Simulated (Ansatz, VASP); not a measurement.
**Two plane-wave programs on Te**

```
Te
1.0
     0.00000    3.30841    3.30841
     3.30841    0.00000    3.30841
     3.30841    3.30841    0.00000
Te
2
Direct
  0.87500 0.87500 0.87500
  0.12500 0.12500 0.12500
```

Alike in both runs: functional PBEsol; k mesh 11 × 11 × 11; occupations fermi-dirac, width 0.1 eV; no spin polarisation.

Ansatz relaxed the structure, and its values are those at the end. VASP's run is a single point on that final structure, the one shown.

|  | VASP | Ansatz |
| --- | --- | --- |
| version | VASP 6.6.1 | Ansatz 0.2.0 |
| potentials or method | VASP PAW PBE potentials, release 64 (Te) | PAW with Ansatz's default frozen-core files, scalar-relativistic |
| plane-wave cutoff (eV) | 520 | 420 |
| valence electrons in the cell | 12 | 32 |

```tsv
	VASP	Ansatz	Ansatz less VASP
pressure (GPa)	9.0	8.9	-0.12
```

The two sets of potentials don't hold the same shells in valence.

Caveats: the PAW data sets were made with another functional, which shifts forces and pressure a little (VASP). Spin-orbit coupling is left out, which matters for the levels of Te.
